Before the energy of a metal is compared with that of another phase or compound, someone has to decide how dense a mesh of k-points to pay for. Too coarse a mesh gives a wrong energy that looks perfectly converged, and too dense a mesh spends computing time on digits that nobody will use. For the metal below, hexagonal TePt, a one-line estimate gives a first answer on paper:

$$|\Delta E| \approx 100\,h^3 \ \text{meV/atom}$$

Here $h$ is the k-point spacing in 1/Å, the "sweep value" of the table, and $|\Delta E|$ is the size of "energy less tightest", the energy counted from the run with the densest mesh.

Hexagonal TePt in a fixed cell, computed with GPAW 26.7.0 using r2SCAN, PAW data sets (gpaw-data 1.2.1), a 600 eV plane-wave cutoff and 0.05 eV Fermi-Dirac smearing, without spin polarisation or spin-orbit coupling. The sweep value is the k-point spacing in 1/Å; energies are extrapolated to zero smearing, and gaps are taken on the k-point mesh.

| sweep value | energy less tightest (meV/atom) | pressure (GPa) | gap (eV) |
| --- | --- | --- | --- |
| 1.25 | -202.79 | -3.168 | 0.759 |
| 0.8333 | 72.88 | -0.895 | 0.000 |
| 0.5 | 12.84 | -2.082 | 0.000 |
| 0.4032 | -1.34 | -2.264 | 0.000 |
| 0.3333 | -4.52 | -2.320 | 0.000 |
| 0.2778 | 0.00 | -2.312 | 0.000 |

### The first row: a metal that looks like a semiconductor

The spacing becomes a mesh by a simple recipe. Divide each edge of the reciprocal cell by $h$ and round up. The edges here are 1.70 1/Å for the two in-plane directions and 1.11 1/Å along the hexagonal axis. At a spacing of 1.25 that leaves 2×2×1, only four points.

On those four points the calculation reports a gap of 0.759 eV, while every denser mesh reports none. The bands do cross the Fermi level, but they do so between the sampled points, where the mesh cannot see it. In a search for metallic contacts to an electronic device, this row alone would have struck a metal off the list.

The energy in this row lies about 200 meV/atom below that of the densest mesh. This does not mean that a more stable state has been found. Adding basis functions can only lower a variational energy, but a k-mesh is a way of taking an average, and a poor average can err to either side. The very next row errs upwards.

### From 0.8333 to 0.5: where the cube comes from

Each k-point stands for a small box of k-space with an edge of about $h$, or somewhat less once the mesh has been rounded up. Deep inside the occupied region the band energy varies smoothly, and a regular mesh averages a smooth periodic function very well. The trouble sits in the boxes that the Fermi surface cuts through. Such a box is partly full, yet its single point declares it wholly full or wholly empty.

The size of the resulting error follows from three factors, each proportional to $h$:

1. The cut boxes form a layer one box thick along the Fermi surface, so their share of all boxes grows as $h$.
2. The states that are wrongly counted lie within about one box of the Fermi surface, so their energies differ from the Fermi level by an amount proportional to $h$. Only this difference matters: the number of electrons is fixed, and any miscounted electrons are made up at the Fermi level.
3. Some boxes count too much and others too little. The number of cut boxes grows as $1/h^2$, and the average of that many errors of mixed sign shrinks as one over the square root of their number, which is again $h$.

The product is $h^3$. The third factor treats the errors as random, which on a regular mesh they are not, but a full treatment with Fourier waves gives the same power for a curved Fermi surface. The argument also explains the changing sign. Each new mesh cuts the Fermi surface differently, and the leftover of all those partial cancellations can fall on either side of zero.

The row at 0.5 shows the whole estimate at work. The mesh comes first:

$$\frac{1.70}{0.5}=3.4\rightarrow 4,\qquad \frac{1.11}{0.5}=2.2\rightarrow 3$$

This is a 4×4×3 mesh. The energy error follows from the cube:

$$100\times 0.5^3 = 100\times 0.125 = 12.5\ \text{meV/atom}$$

The table has 12.8. The agreement is not an independent test, because the constant 100 was obtained from this table: it is the median of $|\Delta E|/h^3$ over the five rows above the densest mesh, 104, rounded for mental arithmetic. A fairer test is the step from 0.8333 to 0.5, in which the constant drops out. The cube of the nominal spacing demands a fall by a factor of 4.6, and the energies 72.9 and 12.8 give 5.7. Even this match flatters the rule. Because of the rounding, the real meshes grow only from 18 to 48 points, and for those the argument about boxes asks for a factor of just 2.7.

### The row at 0.4032: a small number that promises too much

The same arithmetic for the next spacing gives

$$100\times 0.4032^3 \approx 100\times 0.066 = 6.6\ \text{meV/atom}$$

The table shows a difference of only 1.3 meV/atom, five times less than the rule says. Taken alone, this row suggests a mesh that is almost converged.

The next row corrects that impression. At 0.3333 the mesh is denser, yet the energy has moved further from the reference, to −4.5 meV/atom. An energy that is still shifting by about 3 meV/atom between neighbouring meshes was not settled to 1 meV/atom. The small value at 0.4032 is best read as a near-cancellation, of the kind that an error of changing sign produces now and then.

This is the main limit of the rule. It gives the typical size of the swing, not the point at which a particular mesh happens to land. A table entry far below the estimate should therefore be treated as luck, and the estimate remains the safer measure of the error.

For choosing a mesh, the size of the swing is what counts. If 10 meV/atom is good enough, setting $100\,h^3 = 10$ gives $h \approx 0.46$ 1/Å. The rounding then has to be checked. In this cell 0.46 still rounds up to 4×4×3, the very mesh of the row at 0.5, whose 12.8 meV/atom misses the bound. The next mesh in the table, 5×5×3 at 0.4032, keeps within it, and so does the one at 0.3333. When the rule lands this close to the bound, it is wise to take the next denser mesh.

### The last two rows: when the yardstick has an error too

At 0.3333 the rule gives 3.7 meV/atom against 4.5 in the table. This looks like another success, but the densest mesh is itself only a mesh. Applied to its own spacing of 0.2778, the rule assigns it an error of about 2 meV/atom. The table entry is thus a difference between two errors of similar size, and agreement to within 1 meV/atom means little here.

The last step is also a weaker test than it seems. Both spacings round up to four points along the hexagonal axis, so only the in-plane mesh is refined, from 6×6 to 7×7. Any error that comes from sampling along the axis is largely common to both rows and mostly drops out of their difference.

Convergence to 1 meV/atom is therefore not shown by this table. The rule suggests a spacing of about 0.215 1/Å for it, which rounds up to an 8×8×6 mesh. That lies outside the range of the data and is a first guess to be checked by a run. On such fine meshes the smearing of the occupations also begins to blur the edge of the Fermi surface, and theory then expects the error to fall faster than the cube.

### Down the pressure column

The rule can be stretched to the pressure, though only roughly. Pressure is the slope of energy against volume, so a natural first guess for its error is the energy error divided by the volume per atom, 22.28 Å³. At a spacing of 0.5, with 1 meV/Å³ equal to 0.16 GPa, this gives

$$\frac{12.5\ \text{meV}}{22.28\ \text{Å}^3}\approx 0.56\ \text{meV/Å}^3\approx 0.09\ \text{GPa}$$

The table shows a difference of 0.23 GPa from the densest mesh. Over the five coarser meshes the guess is wrong by up to a factor of about three and a half, sometimes too high and sometimes too low. It gives a rough order of magnitude, and no more.

The pressure of about −2.3 GPa that remains on the densest meshes is a different matter. It now hardly moves with the mesh, so more k-points will not remove it. The likely reading is that the cell as supplied is not at the equilibrium volume for this level of theory, though the finite wave cutoff, which was not varied here, can add a share of its own.

The forces, which the table does not list, offer no help in choosing a mesh. Symmetry fixes every atom in this structure, so the forces vanish even on the mesh that turns the metal into a semiconductor. The number of iterations to self-consistency, also not listed, is just as uninformative, at 12 or 13 in every run.

### How far to trust the rule

Apart from the row at 0.4032, the energy differences lie between 3 and 26 % above the estimate. Adding 30 % to the rule therefore covers every row of this table. The close match in the first row should be discounted, since an argument about many boxes cut by a Fermi surface has no footing on a mesh of four points.

Some of the remaining neatness is luck as well. The same reasoning can be written with the total number of k-points, as 800 meV/atom divided by that number, where 800 is a round constant set by eye. This version scatters more: at 0.8333 the table exceeds it by 64 %. Rounding up to whole numbers of points makes the true mesh finer than the nominal spacing by an amount that varies from row to row, and nothing in the physics favours the nominal value.

The exponent rests on the argument more than on the data. A straight line through the logarithms of the same five differences and spacings gives a power of 3.5 ± 0.8, which is compatible with three. An exponential fall would describe these few points almost as well.

For another metal the cube should carry over as long as its Fermi surface is curved, but the constant has to be found anew, because it depends on the bands at the Fermi level. Even for TePt it may shift once spin-orbit coupling, left out here and sizeable for such heavy atoms, reshapes those bands. To find the constant, compare several meshes with a dense one and keep the largest value of $|\Delta E|/h^3$. A single comparison is risky: the row at 0.4032 alone would have given 20 in place of 100. In an insulator no box is cut by a Fermi surface, and the error falls much faster than the cube.

The rule also states the price of accuracy. The number of k-points grows as $1/h^3$ while the error shrinks as $h^3$, so in a metal like this one an error ten times smaller costs about ten times as many points.
